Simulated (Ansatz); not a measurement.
ZnSe (Stilleite) under changes of volume

One of the cells (22.757 Å³/atom); the others are scaled copies at fixed shape and fractional positions:

```xyz
2
Lattice="0.0000 2.8338 2.8338 2.8338 0.0000 2.8338 2.8338 2.8338 0.0000" Properties=species:S:1:pos:R:3 pbc="T T T"
Se    4.2507    4.2507    4.2507
Zn    0.0000    0.0000    0.0000
```

- Program: Ansatz 0.2.0
- Functional: PBE
- Potentials or basis: SPMS NC
- Cutoff: 816 eV (not typed: the program's choice for these potentials)
- k mesh: 8 × 8 × 8
- Occupations: fermi-dirac, width 0.05 eV
- Spin: no spin polarisation

```tsv
volume (Å³/atom)	energy over the lowest point (meV/atom)	pressure (GPa)	gap on the mesh (eV)
21.391	44.21	7.0	1.53
21.846	26.83	5.3	1.45
22.301	?	?	?
22.757	5.76	2.3	1.28
23.212	1.17	1.0	1.20
23.667	0.00	-0.2	1.13
24.122	1.91	-1.2	1.05
```

Q: What does the run at 22.301 Å³/atom give?

A: Energy over the lowest point 14.18 meV/atom; pressure 3.7 GPa; gap on the mesh 1.36 eV.

Worked out: A Birch-Murnaghan fit of order 3 (a polynomial in V^(-2/3)) to the other rows has its minimum at 23.60 Å³/atom with B0 = V·E''(V) = 57 GPa and B' = 4.5. It gives 14.18 meV/atom at 22.301 Å³/atom, against the run's 14.18, and -dE/dV = 3.7 GPa, against 3.7. A straight line through the other rows of the gap, of slope -4 eV per unit of ln V (its deformation potential), gives 1.36 eV, against the run's 1.36.

Energies are extrapolated to zero smearing.

Spin-orbit coupling on Se is left out.
